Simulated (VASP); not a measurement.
A run of VASP 6.6.1 is set up as follows.

File INCAR:

```
PREC = Accurate
ENCUT = 600
EDIFF = 1E-6
ISMEAR = 0
SIGMA = 0.02
LREAL = F
LASPH = T
NELM = 60
ALGO = Normal
ISIF = 3
LWAVE = F
LCHARG = F
GGA = PE
IVDW = 12
IBRION = 2
NSW = 100
EDIFFG = -0.005
```

The input KPOINTS:

```
Automatic mesh
0
Gamma
  6 6 4
```

POSCAR

```
MgI2
1.0
    4.1537001214      0.0000000000      0.0000000000
   -2.0768500607      3.5972098248      0.0000000000
    0.0000000000      0.0000000000      6.8620000000
Mg I
1 2
Direct
    0.0000000000      0.0000000000      0.0000000000
    0.3333333333      0.6666666667      0.7576300000
    0.6666666667      0.3333333333      0.2423700000
```

Potentials or basis: VASP PAW PBE potentials, release 64 (Mg, I).

The run is started by

```bash
$ cat potpaw_PBE.64/Mg/POTCAR potpaw_PBE.64/I/POTCAR > POTCAR
$ mpirun -np 1 vasp_std > vasp.out
```

(1) What does it give for the band gap on the k mesh?

(2) Estimate the relaxed volume.

(3) Estimate the relaxed cell.

## Answers

(1) 3.51 eV, indirect (least direct gap 3.74 eV).

(2) 33.46 Å³/atom.

(3) a = 4.123 Å, b = 4.123 Å, c = 6.817 Å, α = 90.00°, β = 90.00°, γ = 120.00°.

Caveat: spin-orbit coupling is left out, which moves the levels of the heavy elements.
